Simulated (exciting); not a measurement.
InP:

```
In P
1.0
     0.00000    2.93050    2.93050
     2.93050    0.00000    2.93050
     2.93050    2.93050    0.00000
In P
1 1
Direct
  0.00000 0.00000 0.00000
  0.75000 0.75000 0.75000
```

Base run:

```yaml
Program: exciting (release sodium)
Functional: PBE
Potentials_or_basis: all-electron LAPW+lo, shipped species files, valence relativity iora*
rgkmax: 7.8
k_mesh: 8 × 8 × 8
Occupations: gaussian, width 0.011 eV
Spin: no spin polarisation
```

Its results: band gap on the k mesh 0.71 eV, direct.

Question: The run is repeated on the same cell with these changes: functional from PBE to LDA; occupations from gaussian, width 0.011 eV to fermi-dirac, width 0.05 eV. What comes out?

Answer: Band gap on the k mesh 0.48 eV, direct.

Caveats: spin-orbit coupling is left out, which moves the levels of the heavy elements.
